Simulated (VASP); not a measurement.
**Co: equation of state with PBE+D3(BJ)**

Co:

```
CELL_PARAMETERS angstrom
2.47114 0.00000 0.00000
-1.23557 2.14007 0.00000
0.00000 0.00000 3.98778
ATOMIC_POSITIONS crystal
Co 0.66667 0.33333 0.75000
Co 0.33333 0.66667 0.25000
```

```json
{"Program": "VASP 6.6.1", "Task": "equation of state", "Functional": "PBE", "Dispersion": "D3(BJ)", "Potentials or basis": "VASP PAW PBE potentials, release 64 (Co)", "Cutoff": "520 eV", "k mesh": "10 × 10 × 6", "Occupations": "fermi-dirac, width 0.05 eV", "Spin": "collinear spin, ferromagnetic start", "Starting moments": "[2.0, 2.0] μB", "Ladder": "gaps", "Further INCAR settings": "ALGO = Normal; EDIFF = 1e-06"}
```

| Property | Result |
| --- | --- |
| Equilibrium volume | 10.55 Å³/atom |
| Bulk modulus at fixed shape and positions | 227 GPa |
| Pressure derivative of the bulk modulus | 3.7 (rough: it moves with the points fitted) |

Energy against volume, from the lowest point:
| volume (Å³/atom) | energy (meV/atom) |
| --- | --- |
| 10.123 | 12.89 |
| 10.334 | 3.16 |
| 10.544 | 0.00 |
| 10.755 | 2.86 |
| 10.966 | 11.16 |

All runs of the series together: 120 s on 1 thread of Intel(R) Xeon(R) Platinum 8488C (Sapphire Rapids), with other jobs on the host.

Caveat: the cell was scaled at fixed shape and fractional positions, which overstates the stiffness of a crystal with free parameters, most of all of layers and chains.
